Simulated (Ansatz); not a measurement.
A plane-wave DFT run in Ansatz 0.2.0 (scalar-relativistic PAW potentials unless the input names others): input and command.

```yaml
crystal:
  lattice:
    - [-1.5430275, 1.5430275, 2.95938475]
    - [1.5430275, -1.5430275, 2.95938475]
    - [1.5430275, 1.5430275, -2.95938475]
  atoms:
    - { symbol: Sn, position: [0.0, 0.0, 0.0] }
basis:
  ecutwfc: 420
kpoints:
  mp_grid: { grid: [20, 20, 20] }
hamiltonian:
  xc: pbe
scf:
  occupations: { method: gaussian, width: 0.15 }
  n_extra_bands: 8
output:
  forces: true
  eigenvalues: true
  stress: true
```

```bash
ansatz run input.yaml --threads 1 --pin off --max-ram 2560MiB --backend cpu --events-out ev --progress --plain --runs-dir out
```

Abridged log:
```
scf.n_extra_bands = 8 over 7 filled bands (N_el = 14.0): the run solves 15 bands
Pseudopotentials: kind: paw
Pseudopotential: Sn, paw, valence charge 14, recommended cutoff 420 eV (normal)
Functional definition: PBE
Crystal: 1 atom, lattice volume = 28.184 Å³
Basis set: ecut = 420 eV, 541 PW (Γ), exchange–correlation on 50×50×50 points (8 copies of the dense FFT grid, shifted against one another)
Bands: 15, of which v1, the nominal top of the filled ones, is band 7 counted from 1 (6 counted from 0)
Symmetry: 16 space group operations
Space group: I4/mmm (ITA 139), of the structure as read, at distance tolerance 3.0e-5 Å
k-points: 641 of 8000
Initial density: superposition of atomic densities (neutral atoms: chi_scale 0, normalization atom), corrected by the library's trained network
Initial wavefunctions: pseudopotential atomic-orbital guess
Functional: x = pbe(κ = 0.804, μ = 0.21951497), c = pbe(β = 0.06672455)
SCF iter   1: F=—  HF=-6024.096251 eV  |F-HF|=—  |Δ(HF+E_count)|=         —  Δρ=9.12e-4  dr2=1.68e-4  ethr=1.77e-3  ⟨swp⟩=5.0  Hψ=53680  notcnv=0  defer=556
SCF iter   2: F=—  HF=-6024.095917 eV  |F-HF|=—  |Δ(HF+E_count)|=   3.34e-4  Δρ=5.85e-4  dr2=7.88e-5  ethr=1.20e-6  ⟨swp⟩=2.3  Hψ=19036  notcnv=0  defer=555
SCF iter   3: F=—  HF=-6024.095958 eV  |F-HF|=—  |Δ(HF+E_count)|=   4.09e-5  Δρ=1.89e-4  dr2=6.98e-6  ethr=5.63e-7  ⟨swp⟩=2.4  Hψ=11939  notcnv=0  defer=555
SCF iter   4: F=—  HF=-6024.095955 eV  |F-HF|=—  |Δ(HF+E_count)|=   2.34e-6  Δρ=6.59e-5  dr2=8.93e-7  ethr=4.99e-8  ⟨swp⟩=2.5  Hψ=12315  notcnv=0  defer=555
SCF iter   5: F=-6024.095955 eV  HF=-6024.095955 eV  |F-HF|=1.43e-8  |Δ(HF+E_count)|=   6.71e-7  Δρ=1.52e-5  dr2=6.16e-8  ethr=6.38e-9  ⟨swp⟩=2.0  Hψ=12344  notcnv=0  defer=555
SCF iter   6: F=-6024.095955 eV  HF=-6024.095955 eV  |F-HF|=3.69e-9  |Δ(HF+E_count)|=   2.31e-8  Δρ=3.17e-6  dr2=4.11e-9  ethr=4.40e-10  ⟨swp⟩=7.3  Hψ=42185  notcnv=0
SCF 1 converged in 6 iterations: F = -6024.095955 eV  dr2 = 4.11e-9
SCF converged after 6 iterations
Free energy (F): -6024.095955 eV
Harris-Foulkes:  -6024.095955 eV  (|F-HF|=3.69e-9)
Internal energy: -6024.089270 eV  (E = F + TS)
E sigma→0 (E₀):  -6024.092612 eV
Entropy (-TS):   -0.006685 eV (-6.685 meV/atom)
Fermi energy:    10.331621 eV
--- Forces (eV/Å), atoms counted from 1 ---
  atom   1  Sn     0.00000000     0.00000000     0.00000000
--- Stress (GPa, compression-positive) ---
        2.386606       0.000000       0.000000
        0.000000       2.386606       0.000000
        0.000000       0.000000      -2.435309
  P = ⅓ Tr σ = 0.7793 GPa (7.793 kbar)
```

Apart from outputs, the input differs from a reference run on usual settings in scf.n_extra_bands: not typed → 8. The reference, at the same geometry (not necessarily relaxed), gave pressure 0.78 GPa, largest force 0.000 eV/Å, no gap on the mesh. This run converged in 6 SCF iterations (reference: 6) with an energy at zero smearing within 0.01 meV/atom of the reference's, pressure 0.78 GPa, largest force 0.000 eV/Å, no gap on the mesh.

Time: 19 s on 1 thread of Intel(R) Xeon(R) Platinum 8259CL CPU @ 2.50GHz (Skylake/Cascade Lake), on a shared host, peak memory 0.56 GiB.